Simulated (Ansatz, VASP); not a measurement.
## Two plane-wave programs on InSe

File INCAR:

```
PREC     = Accurate       # precision mode
ENCUT    = 520            # plane-wave cutoff, eV
EDIFF    = 1E-7           # SCF threshold, eV
ISMEAR   = 0              # smearing method
SIGMA    = 0.1            # smearing width, eV
LREAL    = F              # projectors in reciprocal space
LASPH    = T              # aspherical terms in the spheres
NELM     = 60             # most SCF steps
ALGO     = Normal         # electronic algorithm
ISIF     = 2              # what is computed and relaxed
LWAVE    = F              # write WAVECAR
LCHARG   = T              # write CHGCAR
GGA      = PS             # functional
LELF     = T              # ELF
LVHAR    = T            
NBANDS   = 48             # bands
```

KPOINTS

```
regular mesh
0
Gamma
  6 6 1
```

Contents of POSCAR:

```
InSe
1.0
    4.0500000000      0.0000000000      0.0000000000
   -2.0250000000      3.5074028853      0.0000000000
    0.0000000000      0.0000000000     16.9300000000
In Se
4 4
Direct
    0.3333333333      0.6666666667      0.1570000000
    0.6666666667      0.3333333333      0.6570000000
    0.3333333333      0.6666666667      0.3430000000
    0.6666666667      0.3333333333      0.8430000000
    0.3333333333      0.6666666667      0.6020000000
    0.6666666667      0.3333333333      0.1020000000
    0.3333333333      0.6666666667      0.8980000000
    0.6666666667      0.3333333333      0.3980000000
```

Input for Ansatz:

```yaml
crystal:
  lattice:
    - [4.0499987506, 0.0, 0.0]
    - [-2.0249993753, 3.5074018033, 0.0]
    - [0.0, 0.0, 16.93]
  atoms:
    - { symbol: In, position: [0.3333333333, 0.6666666667, 0.157] }
    - { symbol: In, position: [0.6666666667, 0.3333333333, 0.657] }
    - { symbol: In, position: [0.3333333333, 0.6666666667, 0.343] }
    - { symbol: In, position: [0.6666666667, 0.3333333333, 0.843] }
    - { symbol: Se, position: [0.3333333333, 0.6666666667, 0.602] }
    - { symbol: Se, position: [0.6666666667, 0.3333333333, 0.102] }
    - { symbol: Se, position: [0.3333333333, 0.6666666667, 0.898] }
    - { symbol: Se, position: [0.6666666667, 0.3333333333, 0.398] }
basis:
  ecutwfc: 420
kpoints:
  mp_grid: { grid: [6, 6, 1] }
hamiltonian:
  xc: pbesol
scf:
  occupations: { method: gaussian, width: 0.1 }
output:
  forces: true
  stress: true
  eigenvalues: true
```

Alike in both runs: task single point; functional PBEsol; k mesh 6 × 6 × 1; occupations gaussian, width 0.1 eV; no spin polarisation.

|  | VASP | Ansatz |
| --- | --- | --- |
| version | VASP 6.6.1 | Ansatz 0.2.0 |
| potentials or method | VASP PAW PBE potentials, release 64 (In_d, Se) | scalar-relativistic, plane waves, PAW |
| plane-wave cutoff (eV) | 520 | 420 |
| valence electrons in the cell | 76 | 116 |

VASP gave:

| Property | Result |
| --- | --- |
| gap on the k mesh at the Fermi level (eV) | none |
| pressure (GPa) | 5.2 |
| largest component of the traceless stress (GPa) | 5.12 |
| rms of the force components (eV/Å) | 1.334 |

Q: Estimate Ansatz's values.

A: gap on the k mesh at the Fermi level (eV): none; pressure (GPa): 5.1; largest component of the traceless stress (GPa): 5.08; rms of the force components (eV/Å): 1.323.

Atom by atom the forces differ by 0.011 eV/Å (rms over components). A gap of «none» marks a metal or a gap that the smearing closes. The two sets of potentials don't hold the same shells in valence.

Caveats: the k mesh is coarse (spacing up to 0.37 Å⁻¹), so the values aren't converged; the PAW data sets were made with another functional, which shifts forces and pressure a little (VASP); this functional lacks dispersion, which binds the layers, so the pressure and a relaxed spacing across them are unreliable.
